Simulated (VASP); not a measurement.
NiO:

```
Ni O
1.0
     0.00000    2.09131    2.09131
     2.09131    0.00000    2.09131
     2.09131    2.09131    0.00000
Ni O
1 1
Direct
  0.00000 0.00000 0.00000
  0.50000 0.50000 0.50000
```

```yaml
Program: VASP 6.6.1
Task: relaxation of cell and atoms
Functional: PBE
Potentials_or_basis: VASP PAW PBE potentials, release 54 (Ni, O)
Cutoff: 900 eV
k_mesh: 8 × 8 × 8
Occupations: fermi-dirac, width 0.05 eV
Spin: collinear spin, ferromagnetic start
Starting_moments: "[1.0, 0.0] μB"
```

At the start: pressure 4.9 GPa; volume 9.15 Å³/atom.

Task: Where does the relaxation end?

Result: Over 3 steps the energy falls by 3.5 meV/atom and the volume is 9.38 Å³/atom (+2.6 %); space group Fm-3m (No. 225, to 0.05 Å); moment 1.83 μB per cell.

The path:
```
step  energy change (eV)  largest force (eV/Å)  pressure (GPa)  volume (Å³)
   1              0.0000                0.0000            4.86        18.29
   2             -0.0049                0.0000           -2.52        19.04
   3             -0.0070                0.0000            0.02        18.77
```

Final structure:
```xyz
2
Lattice="0.0000 2.1092 2.1092 2.1092 0.0000 2.1092 2.1092 2.1092 0.0000" Properties=species:S:1:pos:R:3 pbc="T T T"
Ni    0.0000    0.0000    0.0000
O     2.1092    2.1092    2.1092
```

Caveat: a cell with one magnetic atom can't hold antiferromagnetic order, which such compounds often take.
